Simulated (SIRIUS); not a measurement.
SnTe:

```
CELL_PARAMETERS angstrom
0.00000 3.15085 3.15085
3.15085 0.00000 3.15085
3.15085 3.15085 0.00000
ATOMIC_POSITIONS crystal
Te 0.50000 0.50000 0.50000
Sn 0.00000 0.00000 0.00000
```

```yaml
Program: SIRIUS 7.10.0
Task: relaxation of cell and atoms
Functional: PBE
Potentials_or_basis: PseudoDojo 0.4.1 PBE standard (scalar relativistic)
Cutoff: 1102 eV
Density_cutoff: 4408 eV
k_mesh: 3 × 3 × 3
Occupations: fermi-dirac, width 0.05 eV
Spin: no spin polarisation
```

At the start: pressure 2.3 GPa; volume 31.28 Å³/atom.

Problem. Where does the relaxation end?

Solution. Over 3 steps the energy falls by 10.8 meV/atom and the volume is 32.77 Å³/atom (+4.7 %); space group Fm-3m (No. 225, to 0.05 Å).

The path:
| step | energy change (eV) | largest force (eV/Å) | pressure (GPa) | volume (Å³) |
| --- | --- | --- | --- | --- |
| 1 | 0.0000 | 0.0000 | 2.29 | 62.56 |
| 2 | -0.0078 | 0.0000 | 1.80 | 63.17 |
| 3 | -0.0216 | 0.0000 | 0.09 | 65.53 |

Final structure:
```
CELL_PARAMETERS angstrom
0.00000 3.19993 3.19993
3.19993 0.00000 3.19993
3.19993 3.19993 0.00000
ATOMIC_POSITIONS crystal
Te 0.50000 0.50000 0.50000
Sn 0.00000 0.00000 0.00000
```

Caveat: the k mesh is coarse (spacing up to 0.58 Å⁻¹), so the values aren't converged.
